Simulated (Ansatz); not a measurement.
**W2C: a single-point run**

The task is a single-point run on W2C. The structure is shown as the input types it.

Program: Ansatz 0.2.0. Level of theory: DFT, PBE, all-electron LAPW, scalar-relativistic. These are calculated values, not measurements.

3 further runs of the same task are left out: 3 that didn't finish.

## 1. The starting structure

It takes space group P-3m1 (No. 164, trigonal). The conventional cell has a = 3.070 Å, b = 3.070 Å, c = 4.678 Å, α = 90.00°, β = 90.00°, γ = 120.00°. W (site symmetry 3m) has 3 C at 2.13 Å as nearest neighbours. Around C (site symmetry -3m) lie 6 W at 2.13 Å.

Coordinates:

```cif
data_structure
_symmetry_space_group_name_H-M 'P-3m1'
_symmetry_Int_Tables_number 164
_cell_length_a 3.0700
_cell_length_b 3.0700
_cell_length_c 4.6784
_cell_angle_alpha 90.000
_cell_angle_beta 90.000
_cell_angle_gamma 120.000
_cell_volume 38.19
loop_
_atom_site_label
_atom_site_type_symbol
_atom_site_symmetry_multiplicity
_atom_site_Wyckoff_symbol
_atom_site_fract_x
_atom_site_fract_y
_atom_site_fract_z
_atom_site_occupancy
W1 W 2 d 0.33333 0.66667 0.74633 1
C1 C 1 a 0.00000 0.00000 0.00000 1
```

## 2. The calculation

Input file input.yaml:

```yaml
crystal:
  lattice:
    - [3.070045642, 0.0, 0.0]
    - [-1.535022821, 2.6587375167, 0.0]
    - [0.0, 0.0, 4.678428]
  atoms:
    - { symbol: W, position: [0.3333333333, 0.6666666667, 0.746331] }
    - { symbol: W, position: [0.6666666667, 0.3333333333, 0.253669] }
    - { symbol: C, position: [0.0, 0.0, 0.0] }
kpoints:
  mp_grid: { grid: [11, 11, 7] }
scf:
  occupations: { method: fixed }
  max_iter: 100
hamiltonian:
  xc: pbe
  pseudopotentials: { kind: all_electron, lapw: { basis_error: 0.001 } }
output:
  forces: true
  stress: true
  eigenvalues: true
  populations: true
```

Launch:

```console
$ ansatz run input.yaml --threads 1 --pin off --max-ram 3072MiB --backend cpu --events-out ev --progress --plain --runs-dir out
```

Q: Will this input give a usable result? If not, why, and what should change?

The run converged and reported no error, with warnings (band overlap at count, metallic iterate). That alone doesn't make the input a sound one.

Look at the input: scf.occupations.method is fixed; scf.occupations.width is missing. What could go wrong: fixed occupations where they can't hold. The run converged, but that does not make its result sound.

To check: set scf.occupations.method to fermi_dirac and scf.occupations.width to 0.05.
